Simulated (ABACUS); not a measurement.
Si2Ni under changes of volume

One of the cells (13.166 Å³/atom); the others are scaled copies at fixed shape and fractional positions:

```xyz
3
Lattice="0.0000 2.7030 2.7030 2.7030 0.0000 2.7030 2.7030 2.7030 0.0000" Properties=species:S:1:pos:R:3 pbc="T T T"
Ni    0.0000    0.0000    0.0000
Si    4.0545    4.0545    4.0545
Si    1.3515    1.3515    1.3515
```

```yaml
Program: ABACUS 3.10.1
Functional: PBE
Potentials_or_basis: PseudoDojo NC SR 0.4.1 PBE standard
Cutoff: 1361 eV
Density_cutoff: 5442 eV
Basis: DZP LCAO (the cutoffs set its grid)
k_mesh: 9 × 9 × 9
Occupations: fermi-dirac, width 0.05 eV
Spin: collinear spin, ferromagnetic start
Starting_moments: "[1.0, 0.0, 0.0] μB"
```

```csv
volume (Å³/atom),energy over the lowest point (meV/atom),pressure (GPa)
12.376,?,?
12.639,38.53,12.7
12.902,20.82,9.0
13.166,8.57,5.6
13.429,1.90,2.5
13.692,0.00,-0.3
13.956,2.51,-2.9
```

Q: What does the run at 12.376 Å³/atom give?

A: Energy over the lowest point 62.99 meV/atom; pressure 16.8 GPa.

Worked out: A Birch-Murnaghan fit of order 3 (a polynomial in V^(-2/3)) to the other rows has its minimum at 13.67 Å³/atom with B0 = V·E''(V) = 142 GPa and B' = 3.4. It gives 62.60 meV/atom at 12.376 Å³/atom, against the run's 62.99, and -dE/dV = 16.7 GPa, against 16.8.

Energies are extrapolated to zero smearing.

Caveats: the atomic orbitals were generated for these runs and aren't a published set; the basis of atomic orbitals isn't converged, which shifts pressures, moduli and gaps.
